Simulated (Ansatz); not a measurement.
# Al2O3 (P-3m1) in Ansatz: further runs

The runs below take Al2O3 through band structure, with LDA, PBE, PBEsol, RPBE.

All numbers are computed with Ansatz 0.2.0; they aren't measurements. Logs are shortened: lines on timing, memory, paths and dates and some standing lists are left out, and cuts for length are marked.

### 1 Starting point

Symmetry: P-3m1, No. 164, trigonal system. Conventional cell: a = 3.017 Å, b = 3.017 Å, c = 7.575 Å, α = 90.00°, β = 90.00°, γ = 120.00°. Around Al (site symmetry 3m) lie 4 O at 1.68 to 1.84 Å. Around O (site symmetry -3m) lie 2 Al at 1.68 Å. Around O (site symmetry 3m) lie 3 Al at 1.84 Å.

Measurements of this composition are mostly on another form, of space group No. 167.

### 2 Band structure, LDA

input.yaml

```yaml
crystal:
  lattice:
    - [3.017482544, 0.0, 0.0]
    - [-1.508741272, 2.6132165386, 0.0]
    - [0.0, 0.0, 7.5746360022]
  atoms:
    - { symbol: Al, position: [0.0, 0.0, 0.722049] }
    - { symbol: Al, position: [0.0, 0.0, 0.277951] }
    - { symbol: O, position: [0.0, 0.0, 0.5] }
    - { symbol: O, position: [0.6666666667, 0.3333333333, 0.800546] }
    - { symbol: O, position: [0.3333333333, 0.6666666667, 0.199454] }
hamiltonian:
  xc: lda
  pseudopotentials: { kind: paw }
kpoints:
  mp_grid: { grid: [7, 7, 3] }
  band_path:
    path:
      - [[0.0, 0.0, 0.0], [0.5, 0.0, 0.0], [0.3333333333, 0.3333333333, 0.0], [0.0, 0.0, 0.0], [0.0, 0.0, 0.5], [0.5, 0.0, 0.5], [0.3333333333, 0.3333333333, 0.5], [0.0, 0.0, 0.5]]
      - [[0.5, 0.0, 0.5], [0.5, 0.0, 0.0]]
      - [[0.3333333333, 0.3333333333, 0.0], [0.3333333333, 0.3333333333, 0.5]]
    npoints: 14
scf:
  occupations: { method: fermi_dirac, width: 0.05 }
  n_extra_bands: 12
output:
  forces: true
  stress: true
  eigenvalues: true
  fatbands: true
```

Potentials or basis: Ansatz PAW.

Run with:

```sh
> ansatz run input.yaml --threads 2 --pin off --max-ram 5632MiB --backend cpu --events-out ev --progress --plain --runs-dir out
```

The log of the run:

```text
Warning: RAYON_NUM_THREADS=2 ignored (pool sized by the plan → 2); use --threads N
scf.n_extra_bands = 12 over 12 filled bands (N_el = 24.0): the run solves 24 bands
Engine: ansatz 0.2.0, x86_64-unknown-linux-gnu
Pseudopotentials: kind: paw
Pseudopotential: Al, paw, valence charge 3, recommended cutoff 420 eV (normal), Al.paw.azcp
Pseudopotential: O, paw, valence charge 6, recommended cutoff 420 eV (normal), O.paw.azcp
Functional definition: SPW92
  exchange = slater_x
  correlation = pw_c
Crystal: 5 atoms, lattice volume = 59.729 Å³
Basis set: ecut = 420 eV, 1165 PW (Γ)
Bands: 24, of which v1, the nominal top of the filled ones, is band 12 counted from 1 (11 counted from 0)
Symmetry: 12 space group operations
Space group: P-3m1 (ITA 164), of the structure as read, at distance tolerance 3.9e-5 Å
k-points: 20 of 147
Non-local potential: Al, projectors of the file, l = 0: 2, l = 1: 2, l = 2: 1
Non-local potential: O, projectors of the file, l = 0: 2, l = 1: 2, l = 2: 1
PAW form: soft (Blöchl's): semilocal exchange-correlation on the pseudo side does not see the compensation charge
PAW frozen core: Al, regenerated for the run's functional, and the local potential with it (the file was generated under x = pbe(κ = 0.804, μ = 0.2195149727645171), c = pbe(β = 0.06672455060314922))
PAW frozen core: O, regenerated for the run's functional, and the local potential with it (the file was generated under x = pbe(κ = 0.804, μ = 0.2195149727645171), c = pbe(β = 0.06672455060314922))
PAW one-centre angular grid: Al, 110 points (default); XC on 64 Gauss nodes
PAW one-centre angular grid: O, 110 points (default); XC on 64 Gauss nodes
Initial density: superposition of atomic densities (neutral atoms: chi_scale 0, normalization atom), corrected by the library's trained network
Initial wavefunctions: pseudopotential atomic-orbital guess
Functional: x = slater, c = lda
SCF iter   1: F=—  HF=-2698.131451 eV  |F-HF|=—  |Δ(HF+E_count)|=         —  Δρ=1.59e-2  dr2=1.44e-1  ethr=1.77e-3  ⟨swp⟩=5.2  Hψ=2511  notcnv=0  defer=30
preconditioner: auto → none  [insulator: Δε(μ)=2.084 eV  Ē_g=17.929 eV  σ=0.050 eV  W_gap=1.00  n_scr=4 (ndim 8)  ℏωp=23.5 eV  f_vac=0.037  D(μ)=0.00/eV (n_scr^D=0)  ε∞_Penn≈2.7]
SCF iter   2: F=—  HF=-2698.099762 eV  |F-HF|=—  |Δ(HF+E_count)|=   3.17e-2  Δρ=9.50e-3  dr2=3.11e-2  ethr=5.99e-4  ⟨swp⟩=2.5  Hψ=944  notcnv=0  defer=120
SCF iter   3: F=—  HF=-2698.090081 eV  |F-HF|=—  |Δ(HF+E_count)|=   9.68e-3  Δρ=1.71e-3  dr2=7.44e-4  ethr=1.30e-4  ⟨swp⟩=2.0  Hψ=643  notcnv=0  defer=120
SCF iter   4: F=—  HF=-2698.089826 eV  |F-HF|=—  |Δ(HF+E_count)|=   2.55e-4  Δρ=5.89e-4  dr2=2.01e-4  ethr=3.10e-6  ⟨swp⟩=2.5  Hψ=577  notcnv=0  defer=120
SCF iter   5: F=—  HF=-2698.089776 eV  |F-HF|=—  |Δ(HF+E_count)|=   4.93e-5  Δρ=8.26e-5  dr2=1.53e-6  ethr=8.36e-7  ⟨swp⟩=2.5  Hψ=537  notcnv=0  defer=120
SCF iter   6: F=—  HF=-2698.089779 eV  |F-HF|=—  |Δ(HF+E_count)|=   2.37e-6  Δρ=2.33e-5  dr2=1.16e-7  ethr=4.17e-10  ⟨swp⟩=10.1  Hψ=2826  notcnv=0
SCF iter   7: F=-2698.089779 eV  HF=-2698.089779 eV  |F-HF|=1.57e-8  |Δ(HF+E_count)|=   2.22e-8  Δρ=4.92e-6  dr2=2.32e-8  ethr=4.17e-10  ⟨swp⟩=4.0  Hψ=1209  notcnv=0
SCF 1 converged in 7 iterations: F = -2698.089779 eV  dr2 = 2.32e-8
NSCF: frozen V_eff on 129 k-points
SCF converged after 7 iterations
Free energy (F): -2698.089779 eV
Harris-Foulkes:  -2698.089779 eV  (|F-HF|=1.57e-8)
Internal energy: -2698.089779 eV  (E = F + TS)
E sigma→0 (E₀):  -2698.089779 eV
Fermi energy:    5.760391 eV
--- Per-component energies (eV) ---
  E_band       = -65.232286
  E_kinetic    = 577.552234
  E_local      = -1326.955181  (includes V_loc(G=0)·N_el)
  E_nonlocal   = 170.515748
  E_hartree    = 487.039641
  E_xc         = -297.481133
  E_vxc        = -339.952547  (∫ρ·V_xc dr)
  E_paw        = -1329.947325  (= ΣΔE_a)
  E_vpaw       = -120.482266  (= ΣTr[D̂ρ^β])
  E_aug_tail   = 0.007621  (compensation charges beyond the density's cutoff)
  E_ewald      = -979.223582
  E_core_change = 0.402198  (= ΣΔE_core)
  E_smearing   = -0.000000  (= −TS)
  E_closure    = -0.000000  (closes the sum)
  Σ components = -2698.089779   (vs F -2698.089779, Δ=0.00e0)
--- Forces (eV/Å), atoms counted from 1 ---
  atom   1  Al     0.00000000     0.00000000    -0.23413800
  atom   2  Al     0.00000000    -0.00000000     0.23413800
  atom   3  O      0.00000000    -0.00000000     0.00000000
  atom   4  O     -0.00000000    -0.00000000    -0.45855835
  atom   5  O      0.00000000     0.00000000     0.45855835
  max |Σ_I F_I| component: 6.16e-33 eV/Å
--- Stress (GPa, compression-positive) ---
       -8.305624       0.000000      -0.000000
        0.000000      -8.305624      -0.000000
       -0.000000       0.000000      -8.387860
  P = ⅓ Tr σ = -8.3330 GPa (-83.330 kbar)
--- Band table (eV; the first three rows and the last of 20) ---
  k-point 0: bands = ["-14.6976", "-14.4914", "-11.9526", "-1.2620", "0.1006", "0.9070", "0.9070", "0.9219", "0.9219", "2.2768", "4.6074", "4.6074", "6.8049", "8.7988", "11.7861", "14.9347", "14.9621", "16.4390", "16.4390", "16.8035", "16.8035", "20.6364", "21.3715", "21.3715"]
  k-point 1: bands = ["-14.6502", "-14.5448", "-11.9436", "-1.4527", "0.6617", "0.9030", "0.9030", "0.9263", "0.9263", "1.7826", "4.6072", "4.6072", "7.3158", "8.2838", "12.2640", "13.5375", "16.3490", "16.3490", "16.5188", "16.9306", "16.9306", "19.5852", "21.3424", "21.3424"]
  k-point 2: bands = ["-14.5375", "-14.3506", "-11.8692", "-1.2250", "0.0292", "0.2955", "0.3351", "0.7606", "0.8103", "2.2893", "4.0175", "4.5123", "7.8459", "9.4865", "11.7935", "14.0270", "15.3515", "15.7434", "16.4333", "16.8678", "17.3879", "19.4191", "20.6524", "21.0965"]
  k-point 19: bands = ["-13.6312", "-13.6161", "-11.4675", "-2.1413", "-1.7722", "-1.1308", "-0.9532", "0.8022", "1.0242", "1.4550", "3.0491", "3.3416", "10.8865", "11.3292", "11.9264", "14.1074", "14.8037", "15.1840", "15.5771", "16.2468", "16.6860", "16.8942", "19.8242", "20.4666"]
```

It took 1.9 s on 2 threads of Intel Xeon 6975P-C (Granite Rapids), shared host; peak memory 0.39 GiB.

Results:

| Item | Value |
| --- | --- |
| Free energy | -2698.0898 eV |
| Pressure | -8.3 GPa |
| Largest force | 0.459 eV/Å |
| Band gap on the k mesh | 2.20 eV, direct |
| Band gap along the path | 2.20 eV, direct |

Forces in eV/Å, atoms in the order of the input:
```
Al   0.000  0.000 -0.234
Al   0.000  0.000  0.234
O    0.000  0.000  0.000
O    0.000  0.000 -0.459
O    0.000  0.000  0.459
```

Levels at the corners of the path, in eV from the valence-band top:
```csv
point,band 9,band 10,band 11,band 12,band 13,band 14,band 15,band 16
Γ,-3.69,-2.33,0.00,0.00,2.20,4.19,7.18,10.33
M,-3.57,-3.08,-1.77,-0.49,4.44,6.06,7.96,8.73
K,-3.48,-3.48,-1.42,-1.42,6.61,6.61,7.45,10.02
Γ,-3.69,-2.33,0.00,0.00,2.20,4.19,7.18,10.33
A,-3.63,-3.13,0.00,0.00,3.13,3.26,7.95,8.54
L,-3.46,-3.32,-1.69,-0.49,4.91,5.44,7.92,8.42
H,-3.41,-3.41,-1.50,-1.50,6.62,6.62,7.47,9.79
A,-3.63,-3.13,0.00,0.00,3.13,3.26,7.95,8.54
L,-3.46,-3.32,-1.69,-0.49,4.91,5.44,7.92,8.42
M,-3.57,-3.08,-1.77,-0.49,4.44,6.06,7.96,8.73
K,-3.48,-3.48,-1.42,-1.42,6.61,6.61,7.45,10.02
H,-3.41,-3.41,-1.50,-1.50,6.62,6.62,7.47,9.79
```

Caveat: the pressure holds a Pulay correction of +0.8 GPa for the finite cutoff; the PAW data sets come from PBE, with cores solved anew for the run's functional, which leaves a small shift of forces and pressure.

### 3 Band structure, PBE

input.yaml, as its differences from that of step 2:

```diff
@@ -12,3 +12,3 @@
 hamiltonian:
-  xc: lda
+  xc: pbe
   pseudopotentials: { kind: paw }
@@ -29,2 +29,2 @@
   eigenvalues: true
-  fatbands: true
+  fatbands: false
```

Potentials or basis: Ansatz PAW.

Run with:

```sh
> ansatz run input.yaml --threads 2 --pin off --max-ram 5632MiB --backend cpu --events-out ev --progress --plain --runs-dir out
```

Run time: 1.3 s. Hardware: 2 threads of Intel Xeon 6975P-C (Granite Rapids), shared host; peak memory 0.4 GiB.

Results (log left out):

```
Free energy             : -2783.6017 eV
Pressure                : -0.5 GPa
Largest force           : 0.124 eV/Å
Band gap on the k mesh  : 2.30 eV, direct
Band gap along the path : 2.30 eV, direct
```

Forces in eV/Å, atoms in the order of the input:
```
Al   0.000  0.000 -0.124
Al   0.000  0.000  0.124
O    0.000  0.000  0.000
O    0.000  0.000 -0.082
O    0.000  0.000  0.082
```

Stress tensor (GPa, compression positive):
```
-0.59  0.00  0.00
 0.00 -0.59  0.00
 0.00  0.00 -0.40
```

Levels at the corners of the path, in eV from the valence-band top:
| point | band 10 | band 11 | band 12 | band 13 | band 14 | band 15 |
| --- | --- | --- | --- | --- | --- | --- |
| Γ | -2.35 | 0.00 | 0.00 | 2.30 | 4.29 | 7.36 |
| M | -3.11 | -1.76 | -0.48 | 4.63 | 6.22 | 8.18 |
| K | -3.48 | -1.40 | -1.40 | 6.75 | 6.75 | 7.74 |
| Γ | -2.35 | 0.00 | 0.00 | 2.30 | 4.29 | 7.36 |
| A | -3.10 | 0.00 | 0.00 | 3.24 | 3.33 | 8.14 |
| L | -3.34 | -1.69 | -0.48 | 5.07 | 5.63 | 8.11 |
| H | -3.42 | -1.48 | -1.48 | 6.77 | 6.77 | 7.75 |
| A | -3.10 | 0.00 | 0.00 | 3.24 | 3.33 | 8.14 |
| L | -3.34 | -1.69 | -0.48 | 5.07 | 5.63 | 8.11 |
| M | -3.11 | -1.76 | -0.48 | 4.63 | 6.22 | 8.18 |
| K | -3.48 | -1.40 | -1.40 | 6.75 | 6.75 | 7.74 |
| H | -3.42 | -1.48 | -1.48 | 6.77 | 6.77 | 7.75 |

Caveat: the pressure holds a Pulay correction of +0.6 GPa for the finite cutoff. As with any semilocal functional, this PBE gap is likely too small.

### 4 Band structure, PBEsol

input.yaml, as its differences from that of step 3:

```diff
@@ -12,3 +12,3 @@
 hamiltonian:
-  xc: pbe
+  xc: pbesol
   pseudopotentials: { kind: paw }
```

Run with:

```sh
> ansatz run input.yaml --threads 2 --pin off --max-ram 5632MiB --backend cpu --events-out ev --progress --plain --runs-dir out
```

Run time: 1.3 s. Hardware: 2 threads of Intel Xeon 6975P-C (Granite Rapids), shared host; peak memory 0.4 GiB.

It converged, with:

| Item | Value |
| --- | --- |
| Free energy | -2737.8392 eV |
| Pressure | -3.7 GPa |
| Largest force | 0.185 eV/Å |
| Band gap on the k mesh | 2.20 eV, direct |
| Band gap along the path | 2.20 eV, direct |

Forces on the atoms (eV/Å):
```
Al   0.000  0.000 -0.176
Al   0.000  0.000  0.176
O    0.000  0.000  0.000
O    0.000  0.000 -0.185
O    0.000  0.000  0.185
```

Stress tensor (GPa, compression positive):
```
-4.00  0.00  0.00
 0.00 -4.00  0.00
 0.00  0.00 -3.21
```

Levels at the corners of the path, in eV from the valence-band top:
| point | band 8 | band 9 | band 10 | band 11 | band 12 | band 13 | band 14 | band 15 | band 16 | band 17 |
| --- | --- | --- | --- | --- | --- | --- | --- | --- | --- | --- |
| Γ | -3.70 | -3.70 | -2.34 | 0.00 | 0.00 | 2.20 | 4.20 | 7.23 | 10.40 | 10.48 |
| M | -4.28 | -3.56 | -3.11 | -1.77 | -0.49 | 4.48 | 6.10 | 8.06 | 8.84 | 9.54 |
| K | -3.55 | -3.50 | -3.50 | -1.42 | -1.42 | 6.62 | 6.62 | 7.58 | 10.14 | 10.14 |
| Γ | -3.70 | -3.70 | -2.34 | 0.00 | 0.00 | 2.20 | 4.20 | 7.23 | 10.40 | 10.48 |
| A | -3.69 | -3.67 | -3.11 | 0.00 | 0.00 | 3.15 | 3.24 | 8.00 | 8.63 | 11.86 |
| L | -4.33 | -3.45 | -3.34 | -1.70 | -0.48 | 4.93 | 5.50 | 8.00 | 8.53 | 10.26 |
| H | -3.60 | -3.43 | -3.43 | -1.50 | -1.50 | 6.63 | 6.63 | 7.60 | 9.93 | 10.76 |
| A | -3.69 | -3.67 | -3.11 | 0.00 | 0.00 | 3.15 | 3.24 | 8.00 | 8.63 | 11.86 |
| L | -4.33 | -3.45 | -3.34 | -1.70 | -0.48 | 4.93 | 5.50 | 8.00 | 8.53 | 10.26 |
| M | -4.28 | -3.56 | -3.11 | -1.77 | -0.49 | 4.48 | 6.10 | 8.06 | 8.84 | 9.54 |
| K | -3.55 | -3.50 | -3.50 | -1.42 | -1.42 | 6.62 | 6.62 | 7.58 | 10.14 | 10.14 |
| H | -3.60 | -3.43 | -3.43 | -1.50 | -1.50 | 6.63 | 6.63 | 7.60 | 9.93 | 10.76 |

Caveat: the pressure holds a Pulay correction of +0.6 GPa for the finite cutoff; the PAW data sets come from PBE, with cores solved anew for the run's functional, which leaves a small shift of forces and pressure. Expect the measured gap to be larger: semilocal functionals such as PBEsol lack the derivative discontinuity.

### 5 Band structure, RPBE

input.yaml, as its differences from that of step 4:

```diff
@@ -12,3 +12,3 @@
 hamiltonian:
-  xc: pbesol
+  xc: rpbe
   pseudopotentials: { kind: paw }
```

Run with:

```sh
> ansatz run input.yaml --threads 2 --pin off --max-ram 5632MiB --backend cpu --events-out ev --progress --plain --runs-dir out
```

It took 1.4 s on 2 threads of Intel Xeon 6975P-C (Granite Rapids), shared host; peak memory 0.39 GiB.

It converged, with:

| Property | Result |
| --- | --- |
| Free energy | -2794.6404 eV |
| Pressure | 3.0 GPa |
| Largest force | 0.101 eV/Å |
| Band gap on the k mesh | 2.43 eV, direct |
| Band gap along the path | 2.43 eV, direct |

Forces on the atoms (eV/Å):
```
Al   0.000  0.000 -0.101
Al   0.000  0.000  0.101
O    0.000  0.000  0.000
O    0.000  0.000  0.076
O    0.000  0.000 -0.076
```

Stress tensor (GPa, compression positive):
```
2.91 0.00 0.00
0.00 2.91 0.00
0.00 0.00 3.32
```

Levels at the corners of the path, in eV from the valence-band top:
```tsv
point	band 10	band 11	band 12	band 13	band 14	band 15
Γ	-2.36	0.00	0.00	2.43	4.38	7.52
M	-3.14	-1.75	-0.48	4.75	6.32	8.34
K	-3.49	-1.39	-1.39	6.84	6.84	7.96
Γ	-2.36	0.00	0.00	2.43	4.38	7.52
A	-3.08	0.00	0.00	3.38	3.42	8.28
L	-3.35	-1.69	-0.47	5.17	5.77	8.26
H	-3.43	-1.46	-1.46	6.85	6.85	7.98
A	-3.08	0.00	0.00	3.38	3.42	8.28
L	-3.35	-1.69	-0.47	5.17	5.77	8.26
M	-3.14	-1.75	-0.48	4.75	6.32	8.34
K	-3.49	-1.39	-1.39	6.84	6.84	7.96
H	-3.43	-1.46	-1.46	6.85	6.85	7.98
```

Caveat: the pressure holds a Pulay correction of +0.5 GPa for the finite cutoff; the PAW data sets come from PBE, with cores solved anew for the run's functional, which leaves a small shift of forces and pressure.

### 6 Overview

| level | gap on the mesh (eV) | pressure (GPa) | largest force (eV/Å) |
| --- | --- | --- | --- |
| LDA | 2.20 | -8.3 | 0.46 |
| PBE | 2.30 | -0.5 | 0.12 |
| PBEsol | 2.20 | -3.7 | 0.18 |
| RPBE | 2.43 | 3.0 | 0.10 |

Alike in all rows: task band structure; potentials or basis Ansatz PAW; no spin polarisation; cell as given; k mesh 7 × 7 × 3; cutoff (eV) 420; smearing fermi-dirac 0.05 eV.

On the cell as given the gap runs from 2.20 eV (LDA) to 2.43 eV (RPBE). The pressure there spans -8.3 GPa (LDA) to 3.0 GPa (RPBE); a positive pressure means that this level wants a larger cell, a negative one a smaller.

Caveats: the PAW data sets come from PBE, with cores solved anew for the run's functional, which leaves a small shift of forces and pressure (some runs).

Total energies depend on the potentials used, so only differences within one code and one set of settings carry meaning.
